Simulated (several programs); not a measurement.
Many methods on one cell: GaP (zincblende)

Measured values to be reproduced:
- bulk modulus: 87.5 GPa (zero-pressure bulk modulus, 3rd-order Birch-Murnaghan fit with K' fixed at 4.5; “Phosphorous dimerization in GaP at high pressure”; Equation-of-state fit to 14 points with K' fixed at the literature value 4.5; 2017; arxiv:1709.06667)
- volume: 20.24 Å³ an atom (from the lattice constants; cubic lattice parameter, reported bulk value; “Selective Growth of GaP Crystals on CMOS-Compatible Si Nanotip Wafers by Gas Source Molecular Beam Epitaxy”; Reported bulk literature value quoted for comparison; no source, method or temperature given; 2024; pmc:10995952)

Zincblende GaP, relaxed with r2SCAN in Ansatz, was computed with several methods. It is cubic, F-43m (No. 216); a = 5.451 Å in the conventional setting, 20.24 Å³ an atom. Around Ga lie 4 P at 2.36 Å; around P lie 4 Ga at 2.36 Å. Spin-unpolarised throughout.

```yaml
crystal:
  lattice:
    - [0.00000, 2.72540, 2.72540]
    - [2.72540, 0.00000, 2.72540]
    - [2.72540, 2.72540, 0.00000]
  atoms:
    - { symbol: Ga, position: [0.00000, 0.00000, 0.00000] }
    - { symbol: P, position: [0.25000, 0.25000, 0.25000] }
```

Gaps and times are for a single point on this cell; volume and bulk modulus come from each method's own relaxation or energy curve at fixed shape. Times are rough, from shared hosts (Arm Neoverse V1; Arm Neoverse V2; Intel Xeon Platinum 8488C), and each method has its own mesh and cell size. PM6 (MOPAC), PM7 (MOPAC), GFN1-xTB (tblite), GFN2-xTB (tblite) treat a cluster of cells at its zone centre, which samples few k points: where these miss a band edge, the gap comes out too large for that reason alone. Gaps from k meshes are read at a limited set of points (mesh, symmetry points, PBE's band edges), so each method's own least gap may be somewhat smaller. xTB and the PM methods were fitted mostly to molecules, and can miss a solid's gap by electronvolts. Minimal bases can be far off for gaps. Times of the plane-wave ladder aren't listed, since it ran on unlike processors and cards. GLLB-SC's gap includes the derivative discontinuity. G0W0 is at finite bands, cutoff and mesh. d marks a direct gap, i an indirect one (no mark: not told apart), a dash a value that wasn't computed or didn't pass its checks.

```json
{"method": "PBEsol", "kind": "semilocal", "gap (eV)": "–", "own volume (Å³/atom)": "20.11", "bulk modulus (GPa)": "–", "atoms computed": "2", "processor time": "–"}
{"method": "light PBE (260 eV and a coarse mesh)", "kind": "light plane-wave", "gap (eV)": "1.58 i", "own volume (Å³/atom)": "–", "bulk modulus (GPa)": "–", "atoms computed": "2", "processor time": "0.74 s"}
{"method": "LDA", "kind": "semilocal", "gap (eV)": "1.44 i", "own volume (Å³/atom)": "19.59", "bulk modulus (GPa)": "–", "atoms computed": "2", "processor time": "–"}
{"method": "PBE", "kind": "semilocal", "gap (eV)": "1.59 i", "own volume (Å³/atom)": "20.87", "bulk modulus (GPa)": "77", "atoms computed": "2", "processor time": "–"}
{"method": "PBE/single zeta (GPAW)", "kind": "small basis", "gap (eV)": "1.83 d", "own volume (Å³/atom)": "–", "bulk modulus (GPa)": "–", "atoms computed": "2", "processor time": "4.4 s"}
{"method": "r2SCAN", "kind": "semilocal", "gap (eV)": "1.84 i", "own volume (Å³/atom)": "20.24", "bulk modulus (GPa)": "88", "atoms computed": "2", "processor time": "–"}
{"method": "GLLB-SC (GPAW)", "kind": "model potential", "gap (eV)": "2.53", "own volume (Å³/atom)": "–", "bulk modulus (GPa)": "–", "atoms computed": "2", "processor time": "5.2 s"}
{"method": "PBE/SZV (CP2K)", "kind": "small basis", "gap (eV)": "2.16 d", "own volume (Å³/atom)": "21.84", "bulk modulus (GPa)": "78", "atoms computed": "2", "processor time": "5.4 s"}
{"method": "GFN2-xTB (tblite)", "kind": "tight binding", "gap (eV)": "3.11", "own volume (Å³/atom)": "–", "bulk modulus (GPa)": "–", "atoms computed": "cluster", "processor time": "5.4 s"}
{"method": "GFN1-xTB (tblite)", "kind": "tight binding", "gap (eV)": "0.87", "own volume (Å³/atom)": "–", "bulk modulus (GPa)": "–", "atoms computed": "cluster", "processor time": "5.4 s"}
{"method": "PM7 (MOPAC)", "kind": "semi-empirical", "gap (eV)": "6.27", "own volume (Å³/atom)": "–", "bulk modulus (GPa)": "–", "atoms computed": "cluster", "processor time": "6.1 s"}
{"method": "PM6 (MOPAC)", "kind": "semi-empirical", "gap (eV)": "6.30", "own volume (Å³/atom)": "–", "bulk modulus (GPa)": "–", "atoms computed": "cluster", "processor time": "7.5 s"}
{"method": "PBE+SOC", "kind": "semilocal", "gap (eV)": "1.58 i", "own volume (Å³/atom)": "–", "bulk modulus (GPa)": "–", "atoms computed": "2", "processor time": "–"}
{"method": "PBE/DZVP (CP2K)", "kind": "small basis", "gap (eV)": "1.61 i", "own volume (Å³/atom)": "21.00", "bulk modulus (GPa)": "77", "atoms computed": "2", "processor time": "19 s"}
{"method": "G0W0@LDA (140 eV screening cutoff)", "kind": "many-body", "gap (eV)": "2.02", "own volume (Å³/atom)": "–", "bulk modulus (GPa)": "–", "atoms computed": "2", "processor time": "–"}
{"method": "G0W0@r2SCAN (180 eV screening cutoff)", "kind": "many-body", "gap (eV)": "2.28", "own volume (Å³/atom)": "–", "bulk modulus (GPa)": "–", "atoms computed": "2", "processor time": "–"}
{"method": "G0W0@PBE (260 eV screening cutoff)", "kind": "many-body", "gap (eV)": "2.15", "own volume (Å³/atom)": "–", "bulk modulus (GPa)": "–", "atoms computed": "2", "processor time": "–"}
{"method": "LC-ωPBE", "kind": "hybrid", "gap (eV)": "6.60 i", "own volume (Å³/atom)": "–", "bulk modulus (GPa)": "–", "atoms computed": "2", "processor time": "–"}
{"method": "G0W0@HSE06 (180 eV screening cutoff)", "kind": "many-body", "gap (eV)": "2.45", "own volume (Å³/atom)": "–", "bulk modulus (GPa)": "–", "atoms computed": "2", "processor time": "–"}
{"method": "HSE06", "kind": "hybrid", "gap (eV)": "2.26 i", "own volume (Å³/atom)": "20.41", "bulk modulus (GPa)": "–", "atoms computed": "2", "processor time": "–"}
{"method": "PBE0", "kind": "hybrid", "gap (eV)": "2.93 i", "own volume (Å³/atom)": "–", "bulk modulus (GPa)": "–", "atoms computed": "2", "processor time": "–"}
{"method": "DDH-PBE0", "kind": "hybrid", "gap (eV)": "2.09 i", "own volume (Å³/atom)": "–", "bulk modulus (GPa)": "–", "atoms computed": "2", "processor time": "–"}
{"method": "G0W0@PBE0 (180 eV screening cutoff)", "kind": "many-body", "gap (eV)": "2.61", "own volume (Å³/atom)": "–", "bulk modulus (GPa)": "–", "atoms computed": "2", "processor time": "–"}
{"method": "Hartree-Fock", "kind": "exact exchange", "gap (eV)": "7.60 i", "own volume (Å³/atom)": "–", "bulk modulus (GPa)": "–", "atoms computed": "2", "processor time": "–"}
{"method": "HSE06+SOC", "kind": "hybrid", "gap (eV)": "2.25 i", "own volume (Å³/atom)": "–", "bulk modulus (GPa)": "–", "atoms computed": "2", "processor time": "–"}
```

Against HSE06 (2.26 eV) and with closed or daggered gaps left aside, the nearest gap at the points sampled is that of HSE06+SOC (-0.01 eV) and the farthest that of Hartree-Fock (+5.34 eV). HSE06 is only a yardstick of convenience, and nearness to it can be luck.

Volumes against r2SCAN's: PBEsol -0.7 %, LDA -3.2 %, PBE +3.1 %, PBE/SZV (CP2K) +7.9 %, PBE/DZVP (CP2K) +3.7 %, HSE06 +0.8 %.

Comparison with experiment:
- Bulk modulus, measured 87.5 GPa: PBE -12.0 %, r2SCAN +0.5 %, PBE/SZV (CP2K) -11.1 %, PBE/DZVP (CP2K) -11.7 %.
- Volume, measured 20.24 Å³ an atom: PBEsol -0.7 %, LDA -3.2 %, PBE +3.1 %, r2SCAN 0.0 %, PBE/SZV (CP2K) +7.9 %, PBE/DZVP (CP2K) +3.7 %, HSE06 +0.8 %.
The calculations are for a static lattice; samples hold vibrations, temperature and, in optical gaps, excitons. A measured value is shown where most reports agree with it, and only for the quantities listed.

Only the rows marked +SOC include spin-orbit coupling.
